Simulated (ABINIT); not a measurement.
EuO:

```
CELL_PARAMETERS angstrom
0.00000 2.57195 2.57195
2.57195 0.00000 2.57195
2.57195 2.57195 0.00000
ATOMIC_POSITIONS crystal
Eu 0.00000 0.00000 0.00000
O 0.50000 0.50000 0.50000
```

Base run:

| Property | Result |
| --- | --- |
| Program | ABINIT 10.8.3 (patched build) |
| Functional | r2SCAN |
| Potentials or basis | JTH PAW PBE v2.0 |
| Cutoff | 762 eV |
| k mesh | 9 × 9 × 9 |
| Occupations | fermi-dirac, width 0.05 eV |
| Spin | collinear spin, ferromagnetic start |
| Starting moments | [7.0, 0.0] μB |

Its results: band gap on the k mesh none (metal or under the smearing width); pressure -13.3 GPa; net moment -0.65 μB per cell; site moments Eu -0.56; O +0.02 μB.

Problem. The run is repeated on the same cell with these changes: potentials or basis from JTH PAW PBE v2.0 to Ansatz PAW PBE default generated set, frozen core; cutoff from 762 eV to 517 eV; fine-grid cutoff from 1360.57 eV to 1034.03 eV. What comes out?

Solution. Band gap on the k mesh none (metal or under the smearing width); pressure -5.4 GPa; net moment 6.99 μB per cell; site moments Eu +6.83; O -0.11 μB.

Caveats: the PAW data sets were made with another functional, which shifts forces and pressure a little; spin-orbit coupling is left out, which moves the levels of the heavy elements; a cell with one magnetic atom can't hold antiferromagnetic order, which such compounds often take; without U or exact exchange the open f shell lies at the Fermi level, which spoils levels, moments and volumes; the moment fell far below its start of 7 μB, so a state of higher moment may lie lower in energy (some runs).
